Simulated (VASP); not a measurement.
Crystal: TiO2.

```
CELL_PARAMETERS angstrom
2.96826 0.00000 0.00000
0.00021 4.70761 0.00000
1.48357 0.24235 7.08346
ATOMIC_POSITIONS crystal
Ti 0.00337 0.00039 0.00070
Ti 0.34464 0.48026 0.31696
Ti 0.66171 0.52047 0.68450
O 0.44004 0.18544 0.12854
O 0.77793 0.29773 0.45188
O 0.10124 0.30895 0.80624
O 0.90650 0.69184 0.19517
O 0.22941 0.70301 0.54951
O 0.56803 0.81530 0.87283
```

The cell comes from a database or a generator and needn't be the stable form of this composition.

| Item | Value |
| --- | --- |
| Program | VASP 6.6.1 |
| Task | relaxation of cell and atoms |
| Functional | LDA |
| Potentials or basis | VASP PAW LDA potentials, release 64 (Ti_sv, O) |
| Cutoff | 600 eV |
| k mesh | 7 × 5 × 3 |
| Occupations | fermi-dirac, width 0.05 eV |
| Spin | no spin polarisation |

At the start: pressure -7.8 GPa; volume 11.00 Å³/atom.

How do energy, volume and symmetry change on relaxing?

Over 43 steps the energy falls by 9.7 meV/atom and the volume is 10.60 Å³/atom (-3.6 %); space group C2/m (No. 12, to 0.05 Å).

Step by step:
| step | energy change (eV) | largest force (eV/Å) | pressure (GPa) | volume (Å³) |
| --- | --- | --- | --- | --- |
| 1 | 0.0000 | 0.4179 | -7.83 | 98.98 |
| 3 | -0.0821 | 0.2002 | -0.37 | 96.00 |
| 5 | -0.0855 | 0.1500 | 0.02 | 95.61 |
| 7 | -0.0862 | 0.0924 | -0.09 | 95.52 |
| 9 | -0.0867 | 0.0232 | -0.01 | 95.50 |
| 11 | -0.0869 | 0.0127 | -0.05 | 95.45 |
| 13 | -0.0870 | 0.0269 | 0.08 | 95.38 |
| 15 | -0.0870 | 0.0122 | 0.01 | 95.41 |
| 17 | -0.0870 | 0.0199 | -0.04 | 95.42 |
| 19 | -0.0871 | 0.0123 | 0.01 | 95.39 |
| 21 | -0.0871 | 0.0252 | 0.08 | 95.35 |
| 23 | -0.0872 | 0.0300 | -0.06 | 95.37 |
| 25 | -0.0872 | 0.0182 | -0.01 | 95.36 |
| 27 | -0.0873 | 0.0156 | 0.02 | 95.35 |
| 29 | -0.0873 | 0.0202 | -0.01 | 95.35 |
| 31 | -0.0874 | 0.0319 | 0.01 | 95.35 |
| 33 | -0.0875 | 0.0189 | 0.01 | 95.36 |
| 35 | -0.0875 | 0.0501 | -0.03 | 95.38 |
| 37 | -0.0876 | 0.0176 | 0.00 | 95.37 |
| 39 | -0.0877 | 0.0301 | 0.08 | 95.37 |
| 41 | -0.0877 | 0.0129 | -0.01 | 95.40 |
| 43 | -0.0877 | 0.0067 | -0.02 | 95.40 |

Final structure:
```
CELL_PARAMETERS angstrom
2.93030 -0.00011 0.00009
0.00003 4.63322 -0.02669
1.46480 0.19823 7.02546
ATOMIC_POSITIONS crystal
Ti 0.00344 0.00036 0.00070
Ti 0.34462 0.48627 0.31790
Ti 0.66221 0.51449 0.68353
O 0.44089 0.19119 0.12660
O 0.77943 0.29665 0.44915
O 0.10264 0.30186 0.80305
O 0.90489 0.69889 0.19837
O 0.22796 0.70409 0.55224
O 0.56677 0.80959 0.87480
```
